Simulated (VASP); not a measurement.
# BAs (F-43m) in VASP: notebook

The runs below take BAs through G0W0 quasiparticle levels, with PBE.

Program: VASP 6.6.1. These are calculated values, not measurements. Logs are shortened: lines on timing, memory, paths and dates and some standing lists are left out, and cuts for length are marked.

### Step 1. The structure

It takes space group F-43m (No. 216, cubic). The conventional cell has a = 4.777 Å, b = 4.777 Å, c = 4.777 Å, α = 90.00°, β = 90.00°, γ = 90.00°. As (site symmetry -43m) is surrounded by 4 B at 2.07 Å. Around B (site symmetry -43m) lie 4 As at 2.07 Å.

### Step 2. G0W0 quasiparticle levels, PBE

The input, POSCAR:

```
BAs
1.0
    0.0000000000      2.3885000000      2.3885000000
    2.3885000000      0.0000000000      2.3885000000
    2.3885000000      2.3885000000      0.0000000000
As B
1 1
Direct
    0.7500000000      0.7500000000      0.7500000000
    0.0000000000      0.0000000000      0.0000000000
```

The input, INCAR.step1:

```
PREC = Accurate ; ENCUT = 450
EDIFF = 1E-8 ; ISMEAR = 0
SIGMA = 0.01 ; LREAL = F
LASPH = T ; NELM = 60
ALGO = Fast ; LWAVE = T
LCHARG = F ; GGA = PE
```

The input, INCAR.step2:

```
PREC = Accurate ; ENCUT = 450
EDIFF = 1E-8 ; ISMEAR = 0
SIGMA = 0.01 ; LREAL = F
LASPH = T ; NELM = 1
ALGO = Exact ; LWAVE = T
LCHARG = F ; GGA = PE
NBANDS = 69 ; LOPTICS = T
ISTART = 1
```

The input, INCAR.step3:

```
PREC = Accurate ; ENCUT = 450
EDIFF = 1E-8 ; ISMEAR = 0
SIGMA = 0.01 ; LREAL = F
LASPH = T ; ALGO = EVGW0
LWAVE = F ; LCHARG = F
GGA = PE ; NELMGW = 1
NBANDS = 69 ; ENCUTGW = 50
NOMEGA = 48 ; PRECFOCK = Fast
ISTART = 1 ; NBANDSGW = 12
```

The input, KPOINTS:

```
Automatic mesh
0
Gamma
  3 3 3
```

Potentials or basis: VASP PAW PBE potentials, release 64 (As_GW, B_GW).

Started as:

```console
$ cat potpaw_PBE.64/As_GW/POTCAR potpaw_PBE.64/B_GW/POTCAR > POTCAR
$ cp INCAR.step1 INCAR
$ mpirun -np 1 vasp_std > vasp.out
$ cp INCAR.step2 INCAR
$ mpirun -np 1 vasp_std > vasp.out
$ cp INCAR.step3 INCAR
$ mpirun -np 1 vasp_std > vasp.out
```

OUTCAR:

```text
PREC = Accurate
   ENCUT = 450
   EDIFF = 1E-8
   ISMEAR = 0
   LREAL = F
   LASPH = T
   GGA = PE
   NELMGW = 1
   ENCUTGW = 50
   PRECFOCK = Fast
   ISTART = 1

 Found      4 irreducible k-points:

 Following reciprocal coordinates:
            Coordinates               Weight
  0.000000  0.000000  0.000000      1.000000
  0.333333  0.000000  0.000000      8.000000
  0.333333  0.333333  0.000000      6.000000
 -0.333333  0.333333  0.000000     12.000000
   k-points           NKPTS =      4   k-points in BZ     NKDIM =     27   number of bands    NBANDS=     69
   number of dos      NEDOS =    301   number of ions     NIONS =      2
   total plane-waves  NPLWV =  13824
   dimension x,y,z NGX =    24 NGY =   24 NGZ =   24
   dimension x,y,z NGXF=    48 NGYF=   48 NGZF=   48
   ions per type =               1   1
   NGX,Y,Z   is equivalent  to a cutoff of  11.81, 11.81, 11.81 a.u.
   NGXF,Y,Z  is equivalent  to a cutoff of  23.62, 23.62, 23.62 a.u.
 SYSTEM =  unknown system
   PREC   = accura    normal or accurate (medium, high low for compatibility)
   ISTART =      1    job   : 0-new  1-cont  2-samecut
   ICHARG =      0    charge: 1-file 2-atom 10-const
   ISPIN  =      1    spin polarized calculation?
   LNONCOLLINEAR =      F non collinear calculations
   LSORBIT =      F    spin-orbit coupling
   LASPH  =      T    aspherical Exc in radial PAW
   ENCUT  =  450.0 eV  33.07 Ry    5.75 a.u.   5.84  5.84  5.84*2*pi/ulx,y,z
   NELM   =     60;   NELMIN=  2; NELMDL=  0     # of ELM steps
   EDIFF  = 0.1E-07   stopping-criterion for ELM
   LREAL  =      F    real-space projection
   EDIFFG = 0.1E-06   stopping-criterion for IOM
   NSW    =      0    number of steps for IOM
   IBRION =     -1    ionic relax: 0-MD 1-quasi-New 2-CG
   NFREE  =      0    steps in history (QN), initial steepest desc. (CG)
   ISIF   =      0    stress and relaxation
   ISYM   =      3    0-nonsym 1-usesym 2-fastsym
   POTIM  = 0.5000    time-step for ionic-motion
   TEBEG  =    0.0;   TEEND  =   0.0 temperature during run
   PSTRESS=    0.0 pullay stress
   NELECT =       8.0000    total number of electrons
   NUPDOWN=      -1.0000    fix difference up-down
   EMIN   =  10.00;   EMAX   =-10.00  energy-range for DOS
   EFERMI =   0.00;   METHOD = LEGACY
   ISMEAR =     0;   SIGMA  =   0.01  broadening in eV -4-tet -1-fermi 0-gaus
   EFERMI_NEDOS =   21; number of points for ismear=-14 and -15
   IALGO  =     38    algorithm
   IMIX   =      4    mixing-type and parameters
     AMIX     =   0.40;   BMIX     =  1.00
     AMIX_MAG =   1.60;   BMIX_MAG =  1.00
  volume/ion in A,a.u.               =      13.63        91.95
  Fermi-wavevector in a.u.,A,eV,Ry     =   1.088018  2.056057 16.106360  1.183784
  Thomas-Fermi vector in A             =   2.224191
   LORBIT       =      0    0 simple, 1 ext, 2 COOP (PROOUT), +10 PAW based schemes
   GGA     = PE    functional components
   LHFCALC =     T    Hartree Fock is set to
   PRECFOCK=fast      Normal, Fast or Accurate (Low or Medium for compatibility)
   ENCUT4O =  -1.0   cutoff for four orbital integrals eV
   NKREDX  =     1    reduce k-point grid by
   NKREDY  =     1    reduce k-point grid by
   NKREDZ  =     1    reduce k-point grid by
   AEXX    =    1.0000 exact exchange contribution
   HFSCREEN=    0.0000 screening length (either q_TF or 0.3 A-1)
   HFSCREENC=   0.0000 screening length for correlation (either q_TF or 0.3 A-1)
   ENCUTFOCK=  -1.0 apply spherical cutoff to Coloumb kernel
   IVDW    =     0    specifies the selected vdW correction
   LEPSILON=     F    determine dielectric tensor
   LRPA    =     F    only Hartree local field effects (RPA)
   LRPAFORCE           =     F    calculate RPA forces
   ENCUTGW             =  50.0    cutoff for response function in eV
   ENCUTGWSOFT         =  40.0    soft cutoff for Coulomb kernel in GW response function in eV
   ENCUTLF             =  -1.0    cutoff for local field effects
   NELMGW              =     1    number of iterations in solving QP/BSE equation
   NELMHF              =     1    number of iterations in the inner HF iteration
   NKREDLFX            =     1    NKREDLFY  =   1   NKREDLFZ  =   1
 non-spin polarized calculation
 Gauss-broadening in eV      SIGMA  =   0.01
  energy-cutoff  :      450.00
  volume of cell :       27.25
 maximum number of plane-waves:       609
  NGX = 14; NGY = 14; NGZ = 14
   NGX = 11   NGY = 11   NGZ = 11
 maximum number of plane-waves:        26
 NGX is ok and might be reduce to    10

 QP shifts <psi_nk| G(iteration)W_0 |psi_nk>: iteration 1
 for sc-GW calculations column KS-energies equals QP-energies in previous step
 and V_xc(KS)=  KS-energies - (<T + V_ion + V_H > + <T+V_H+V_ion>^1  + <V_x>^1)

 k-point   1 :       0.0000    0.0000    0.0000
  band No.  KS-energies  QP-energies   sigma(KS)   V_xc(KS)     V^pw_x(r,r')   Z            occupation Imag(sigma)

      1      -9.1660      -9.5953     -12.2229     -11.6436     -19.5361       0.7411       2.0000       1.3377
      2       6.2712       6.2616     -12.6247     -12.6127     -14.7586       0.7988       2.0000       0.0953
      3       6.2712       6.2616     -12.6247     -12.6127     -14.7586       0.7988       2.0000       0.0953
      4       6.2712       6.2616     -12.6247     -12.6127     -14.7586       0.7988       2.0000       0.0953
      5       9.5022      10.0698     -10.6591     -11.3720      -6.3473       0.7962       0.0000      -0.0925
      6       9.5022      10.0698     -10.6591     -11.3720      -6.3473       0.7962       0.0000      -0.0925
      7       9.5022      10.0698     -10.6591     -11.3720      -6.3473       0.7962       0.0000      -0.0925
      8      10.9398      11.8729     -11.3976     -12.6009      -6.1731       0.7754       0.0000      -0.1541
      9      15.8266      15.7627      -8.8911      -8.8101      -2.9261       0.7891       0.0000      -0.3497
     10      19.1544      19.4112     -10.0747     -10.4036      -4.3233       0.7807       0.0000      -0.3067
     11      19.1544      19.4112     -10.0747     -10.4036      -4.3233       0.7807       0.0000      -0.3067
     12      20.5662      20.5531      -8.9731      -8.9570      -2.4337       0.8113       0.0000      -0.6980

 k-point   2 :       0.3333    0.0000    0.0000
  band No.  KS-energies  QP-energies   sigma(KS)   V_xc(KS)     V^pw_x(r,r')   Z            occupation Imag(sigma)
[... 33 lines left out ...]
      1      -5.3389      -5.5513     -12.5324     -12.2478     -18.4720       0.7463       2.0000       0.7393
      2      -1.6114      -1.9946     -12.4760     -11.9691     -17.1029       0.7559       2.0000       0.4077
      3       0.1557      -0.2503     -11.5237     -11.0017     -14.8096       0.7777       2.0000       0.2218
      4       3.1963       3.0050     -12.2569     -12.0124     -15.0695       0.7827       2.0000       0.1345
      5       8.7106       8.9658      -9.9479     -10.2680      -5.4294       0.7971       0.0000      -0.0954
      6      13.5084      14.2529     -10.7221     -11.6901      -5.1125       0.7691       0.0000      -0.2174
      7      14.3617      15.1008     -10.7587     -11.7081      -5.1334       0.7785       0.0000      -0.2618
      8      15.6007      16.2442     -10.8729     -11.7060      -4.9689       0.7725       0.0000      -0.3179
      9      15.7170      16.0182      -9.9982     -10.3779      -4.5681       0.7936       0.0000      -0.2494
     10      18.3558      18.5187      -9.7796      -9.9829      -4.0989       0.8015       0.0000      -0.3606
     11      23.1158      23.7206     -10.5033     -11.3129      -3.3076       0.7471       0.0000      -0.7995
     12      24.7319      24.8050      -9.2068      -9.3001      -2.4061       0.7835       0.0000      -0.8060
```

OUTCAR.step2:

```text
PREC = Accurate
   ENCUT = 450
   EDIFF = 1E-8
   ISMEAR = 0
   LREAL = F
[... 517 lines left out ...]
     0.00000    20.88927    20.88927    20.88927    -0.00000    -0.00000     0.00000
     1.38078    23.07228    23.07228    23.07228    -0.00000    -0.00000     0.00000
     2.76156    39.19954    39.19954    39.19954    -0.00000    -0.00000     0.00000
     4.14234    62.96775    62.96775    62.96775    -0.00000    -0.00000     0.00000
     5.52313    -9.46615    -9.46615    -9.46615     0.00000     0.00000     0.00000
     6.90391   -32.96774   -32.96774   -32.96774     0.00000     0.00000    -0.00000
[... 92 lines left out ...]
   135.31660     0.96786     0.96786     0.96786     0.00000     0.00000    -0.00000
   136.69738     0.96852     0.96852     0.96852     0.00000     0.00000    -0.00000
```

Run time: 13 s. Hardware: 1 thread of AMD EPYC 9R14 (Zen 4), shared host; peak memory 0.15 GiB.

These settings aren't checked as converged: the numbers below hold their error.

What came out:

- Band gap on the k mesh, mean-field level: 1.24 eV, indirect (least direct gap 3.23 eV)
- Quasiparticle gap: 1.48 eV
- Least direct quasiparticle gap: 3.81 eV

Caveat: the k mesh is coarse (spacing up to 0.76 Å⁻¹), so the values aren't converged; bands, screening cutoff and mesh are small and nothing is extrapolated, so the quasiparticle values aren't converged; an odd mesh through Γ misses points on the zone boundary, where band edges often lie.

### Step 3. G0W0 quasiparticle levels, PBE

POSCAR is that of step 2.

INCAR.step1 is that of step 2.

Edit INCAR.step2 of step 2 so:

```diff
@@ -6,3 +6,3 @@
 LCHARG = F ; GGA = PE
-NBANDS = 69 ; LOPTICS = T
+NBANDS = 36 ; LOPTICS = T
 ISTART = 1
```

Edit INCAR.step3 of step 2 so:

```diff
@@ -6,3 +6,3 @@
 GGA = PE ; NELMGW = 1
-NBANDS = 69 ; ENCUTGW = 50
+NBANDS = 36 ; ENCUTGW = 150
 NOMEGA = 48 ; PRECFOCK = Fast
```

KPOINTS is that of step 2.

Potentials or basis: VASP PAW PBE potentials, release 64 (As_GW, B_GW).

Started as:

```console
$ cat potpaw_PBE.64/As_GW/POTCAR potpaw_PBE.64/B_GW/POTCAR > POTCAR
$ cp INCAR.step1 INCAR
$ mpirun -np 1 vasp_std > vasp.out
$ cp INCAR.step2 INCAR
$ mpirun -np 1 vasp_std > vasp.out
$ cp INCAR.step3 INCAR
$ mpirun -np 1 vasp_std > vasp.out
```

OUTCAR:

```text
PREC = Accurate
   ENCUT = 450
   EDIFF = 1E-8
   ISMEAR = 0
   LREAL = F
   LASPH = T
   GGA = PE
   NELMGW = 1
   ENCUTGW = 150
   PRECFOCK = Fast
   ISTART = 1

 Found      4 irreducible k-points:

 Following reciprocal coordinates:
            Coordinates               Weight
  0.000000  0.000000  0.000000      1.000000
  0.333333  0.000000  0.000000      8.000000
  0.333333  0.333333  0.000000      6.000000
 -0.333333  0.333333  0.000000     12.000000
   k-points           NKPTS =      4   k-points in BZ     NKDIM =     27   number of bands    NBANDS=     36
   number of dos      NEDOS =    301   number of ions     NIONS =      2
   total plane-waves  NPLWV =  13824
   dimension x,y,z NGX =    24 NGY =   24 NGZ =   24
   dimension x,y,z NGXF=    48 NGYF=   48 NGZF=   48
   ions per type =               1   1
   NGX,Y,Z   is equivalent  to a cutoff of  11.81, 11.81, 11.81 a.u.
   NGXF,Y,Z  is equivalent  to a cutoff of  23.62, 23.62, 23.62 a.u.
 SYSTEM =  unknown system
   PREC   = accura    normal or accurate (medium, high low for compatibility)
   ISTART =      1    job   : 0-new  1-cont  2-samecut
   ICHARG =      0    charge: 1-file 2-atom 10-const
   ISPIN  =      1    spin polarized calculation?
   LNONCOLLINEAR =      F non collinear calculations
   LSORBIT =      F    spin-orbit coupling
   LASPH  =      T    aspherical Exc in radial PAW
   ENCUT  =  450.0 eV  33.07 Ry    5.75 a.u.   5.84  5.84  5.84*2*pi/ulx,y,z
   NELM   =     60;   NELMIN=  2; NELMDL=  0     # of ELM steps
   EDIFF  = 0.1E-07   stopping-criterion for ELM
   LREAL  =      F    real-space projection
   EDIFFG = 0.1E-06   stopping-criterion for IOM
   NSW    =      0    number of steps for IOM
   IBRION =     -1    ionic relax: 0-MD 1-quasi-New 2-CG
   NFREE  =      0    steps in history (QN), initial steepest desc. (CG)
   ISIF   =      0    stress and relaxation
   ISYM   =      3    0-nonsym 1-usesym 2-fastsym
   POTIM  = 0.5000    time-step for ionic-motion
   TEBEG  =    0.0;   TEEND  =   0.0 temperature during run
   PSTRESS=    0.0 pullay stress
   NELECT =       8.0000    total number of electrons
   NUPDOWN=      -1.0000    fix difference up-down
   EMIN   =  10.00;   EMAX   =-10.00  energy-range for DOS
   EFERMI =   0.00;   METHOD = LEGACY
   ISMEAR =     0;   SIGMA  =   0.01  broadening in eV -4-tet -1-fermi 0-gaus
   EFERMI_NEDOS =   21; number of points for ismear=-14 and -15
   IALGO  =     38    algorithm
   IMIX   =      4    mixing-type and parameters
     AMIX     =   0.40;   BMIX     =  1.00
     AMIX_MAG =   1.60;   BMIX_MAG =  1.00
  volume/ion in A,a.u.               =      13.63        91.95
  Fermi-wavevector in a.u.,A,eV,Ry     =   1.088018  2.056057 16.106360  1.183784
  Thomas-Fermi vector in A             =   2.224191
   LORBIT       =      0    0 simple, 1 ext, 2 COOP (PROOUT), +10 PAW based schemes
   GGA     = PE    functional components
   LHFCALC =     T    Hartree Fock is set to
   PRECFOCK=fast      Normal, Fast or Accurate (Low or Medium for compatibility)
   ENCUT4O =  -1.0   cutoff for four orbital integrals eV
   NKREDX  =     1    reduce k-point grid by
   NKREDY  =     1    reduce k-point grid by
   NKREDZ  =     1    reduce k-point grid by
   AEXX    =    1.0000 exact exchange contribution
   HFSCREEN=    0.0000 screening length (either q_TF or 0.3 A-1)
   HFSCREENC=   0.0000 screening length for correlation (either q_TF or 0.3 A-1)
   ENCUTFOCK=  -1.0 apply spherical cutoff to Coloumb kernel
   IVDW    =     0    specifies the selected vdW correction
   LEPSILON=     F    determine dielectric tensor
   LRPA    =     F    only Hartree local field effects (RPA)
   LRPAFORCE           =     F    calculate RPA forces
   ENCUTGW             = 150.0    cutoff for response function in eV
   ENCUTGWSOFT         = 120.0    soft cutoff for Coulomb kernel in GW response function in eV
   ENCUTLF             =  -1.0    cutoff for local field effects
   NELMGW              =     1    number of iterations in solving QP/BSE equation
   NELMHF              =     1    number of iterations in the inner HF iteration
   NKREDLFX            =     1    NKREDLFY  =   1   NKREDLFZ  =   1
 non-spin polarized calculation
 Gauss-broadening in eV      SIGMA  =   0.01
  energy-cutoff  :      450.00
  volume of cell :       27.25
 maximum number of plane-waves:       609
  NGX = 14; NGY = 14; NGZ = 14
   NGX = 11   NGY = 11   NGZ = 11
 maximum number of plane-waves:       117

 QP shifts <psi_nk| G(iteration)W_0 |psi_nk>: iteration 1
 for sc-GW calculations column KS-energies equals QP-energies in previous step
 and V_xc(KS)=  KS-energies - (<T + V_ion + V_H > + <T+V_H+V_ion>^1  + <V_x>^1)

 k-point   1 :       0.0000    0.0000    0.0000
  band No.  KS-energies  QP-energies   sigma(KS)   V_xc(KS)     V^pw_x(r,r')   Z            occupation Imag(sigma)

      1      -9.1660      -9.7469     -12.4341     -11.6436     -19.5361       0.7348       2.0000       1.3258
      2       6.2712       6.0944     -12.8353     -12.6127     -14.7586       0.7946       2.0000       0.0696
      3       6.2712       6.0944     -12.8353     -12.6127     -14.7586       0.7946       2.0000       0.0696
      4       6.2712       6.0944     -12.8353     -12.6127     -14.7586       0.7946       2.0000       0.0696
      5       9.5022      10.1183     -10.5958     -11.3720      -6.3473       0.7938       0.0000      -0.1108
      6       9.5022      10.1183     -10.5958     -11.3720      -6.3473       0.7938       0.0000      -0.1108
      7       9.5022      10.1183     -10.5958     -11.3720      -6.3473       0.7938       0.0000      -0.1108
      8      10.9398      11.8391     -11.4302     -12.6009      -6.1731       0.7681       0.0000      -0.1799
      9      15.8266      15.9856      -8.6085      -8.8101      -2.9261       0.7888       0.0000      -0.3281
     10      19.1544      19.5523      -9.8946     -10.4036      -4.3233       0.7816       0.0000      -0.3244
     11      19.1544      19.5523      -9.8946     -10.4036      -4.3233       0.7816       0.0000      -0.3244
     12      20.5662      20.7760      -8.6994      -8.9570      -2.4337       0.8144       0.0000      -0.7174
[... 36 lines left out ...]
      1      -5.3389      -5.7429     -12.7904     -12.2478     -18.4720       0.7446       2.0000       0.7241
      2      -1.6114      -2.1639     -12.7013     -11.9691     -17.1029       0.7545       2.0000       0.4099
      3       0.1557      -0.3257     -11.6226     -11.0017     -14.8096       0.7753       2.0000       0.2101
      4       3.1963       2.8737     -12.4261     -12.0124     -15.0695       0.7799       2.0000       0.1149
      5       8.7106       9.0555      -9.8342     -10.2680      -5.4294       0.7948       0.0000      -0.1041
      6      13.5084      14.2889     -10.6740     -11.6901      -5.1125       0.7681       0.0000      -0.2533
      7      14.3617      15.1370     -10.7099     -11.7081      -5.1334       0.7767       0.0000      -0.2970
      8      15.6007      16.2636     -10.8439     -11.7060      -4.9689       0.7689       0.0000      -0.3535
      9      15.7170      16.1344      -9.8515     -10.3779      -4.5681       0.7931       0.0000      -0.2641
     10      18.3558      18.6939      -9.5621      -9.9829      -4.0989       0.8035       0.0000      -0.3677
     11      23.1158      23.8231     -10.3630     -11.3129      -3.3076       0.7446       0.0000      -0.8485
     12      24.7319      25.0475      -8.8979      -9.3001      -2.4061       0.7846       0.0000      -0.8080
```

OUTCAR.step1:

```text
PREC = Accurate
   ENCUT = 450
   EDIFF = 1E-8
   ISMEAR = 0
   LREAL = F
   LASPH = T
[... 150 lines left out ...]
 -----------------------------------------------------------------------------------
      3.58275      3.58275      3.58275        -0.000000     -0.000000     -0.000000
      0.00000      0.00000      0.00000         0.000000      0.000000      0.000000
 -----------------------------------------------------------------------------------
    total drift:                               -0.000000     -0.000000     -0.000000

  FREE ENERGIE OF THE ION-ELECTRON SYSTEM (eV)
  ---------------------------------------------------
  free  energy   TOTEN  =       -10.7745355402 eV

  energy  without entropy=      -10.7745355402  energy(sigma->0) =      -10.77453554
```

OUTCAR.step2:

```text
PREC = Accurate
   ENCUT = 450
   EDIFF = 1E-8
   ISMEAR = 0
   LREAL = F
[... 517 lines left out ...]
     0.00000    20.97954    20.97954    20.97954     0.00000     0.00000    -0.00000
     0.85202    21.73380    21.73380    21.73380     0.00000     0.00000    -0.00000
     1.70405    24.54382    24.54382    24.54382     0.00000     0.00000    -0.00000
     2.55607    32.90361    32.90361    32.90361     0.00000     0.00000    -0.00000
     3.40809     6.57387     6.57387     6.57387     0.00000     0.00000    -0.00000
     4.26011    87.64019    87.64019    87.64019     0.00000     0.00000    -0.00000
[... 92 lines left out ...]
    83.49824     0.91606     0.91606     0.91606    -0.00000    -0.00000     0.00000
    84.35026     0.91780     0.91780     0.91780    -0.00000    -0.00000     0.00000
```

It took 11 s on 1 thread of AMD EPYC 9R14 (Zen 4), shared host; peak memory 0.15 GiB.

The run converged, but some of its settings lie outside the range that counts as converged, so its numbers aren't taken as properties of the crystal.

Results:

| Property | Result |
| --- | --- |
| Band gap on the k mesh, mean-field level | 1.24 eV, indirect (least direct gap 3.23 eV) |
| Quasiparticle gap | 1.73 eV |
| Least direct quasiparticle gap | 4.02 eV |

Caveat: the k mesh is coarse (spacing up to 0.76 Å⁻¹), so the values aren't converged; bands, screening cutoff and mesh are small and nothing is extrapolated, so the quasiparticle values aren't converged; an odd mesh through Γ misses points on the zone boundary, where band edges often lie.

[end of part 1 of 2]
